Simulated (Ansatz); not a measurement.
**ZrN: zone-centre modes under pressure**

ZrN, Fm-3m, a = 4.553 Å. Ansatz: PBEsol, PAW, 420 eV, Γ-centred 16×16×16 mesh on 2 atoms, Fermi-Dirac smearing 0.15 eV; no spin polarisation. Cell and atoms are relaxed at each pressure with the symmetry kept; optical modes at Γ by linear response, in cm⁻¹, the highest.

```tsv
P (GPa)	V (Å³/atom)	ω1
0	11.798	498.7
3	11.670	?
8	11.472	526.4
15	11.221	548.3
```

**Question.** Get the mode's Grüneisen parameter γ = −d ln ω/d ln V from the other rows and predict the missing frequency.

**Answer.** ln(V/V0) = 0.0000, -0.0109, -0.0280, -0.0501; a line through ln(ω/ω0) of the 3 known rows gives ω1: γ = 1.894 (intercept 0.0003), predicted 509.3, computed 509.4. The miss is 0.0 %, or 1 % of the shift under pressure, so a constant γ serves at that level. In a metal these frequencies hang on the mesh and smearing.

Spin polarisation was left out, and a magnetic state may lie lower.

Cost: 4 runs of about 0.89 core-minutes in all, on AMD EPYC 9R45 (Zen 5) (shared hosts).